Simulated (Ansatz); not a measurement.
177Hf nuclear quadrupole resonance in HfO₂

Cell: a computed structure from the Materials Project (it need not be an observed phase), its atoms then relaxed with PBE in this cell.

Space group P2_1/c (No. 14); a = 5.0942, b = 5.1506, c = 5.2762 Å, β = 99.56°.

```
site  Wyckoff  site symmetry       x       y       z
  Hf       4e              1  0.2773  0.4582  0.7079
  O5       4e              1  0.4450  0.7414  0.9814
  O9       4e              1  0.0741  0.3421  0.3364
```

One atom of each set is listed.

Method: Kohn–Sham DFT in Ansatz, PBE, plane waves and PAW (field gradients read without the response of the frozen cores, which leaves them typically 4 to 6 % off), scalar-relativistic, 420 eV cutoff, Γ-centred 5×5×5 k-points, Fermi–Dirac smearing 0.02 eV.

177Hf: I = 7/2, Q = 3365 mb (year-2017 value). Static lattice, zero field.

Problem. At which frequencies do the 177Hf NQR lines lie?

Solution. For I = 7/2 and η = 0 the lines are |C_Q|/14 times 1, 2 and 3; η shifts the lowest up most.

```json
{"site": "Hf", "atoms": "4", "V_zz (10²¹ V/m²)": "11.71", "C_Q (MHz)": "953", "η": "0.18", "line frequencies (MHz)": "75.8, 133.8, 203.5"}
```

Problem. And for Hf-179 (I = 9/2, Q = 3793 mb) on Hf?

Solution. C_Q scales with Q to 1074 MHz, with lines at 56.5, 86.4, 133.4, 178.5 MHz.

At this cell the PBE pressure is 8 GPa, so with PBE the cell would grow if it were relaxed. The entry's cell may itself be off. Without spin–orbit coupling the gradients at and beside Hf can be off by some per cent, at some sites by more.

The relaxation (5 steps) took 79 s of wall time (79 s of CPU time) and 0.73 GiB at its peak, on 1 thread of AMD EPYC 9R14 (Zen 4) (x86_64; 16 cores open to the job, memory cap 3.0 GiB, no GPU), a shared host with a load of 0.2 a core.
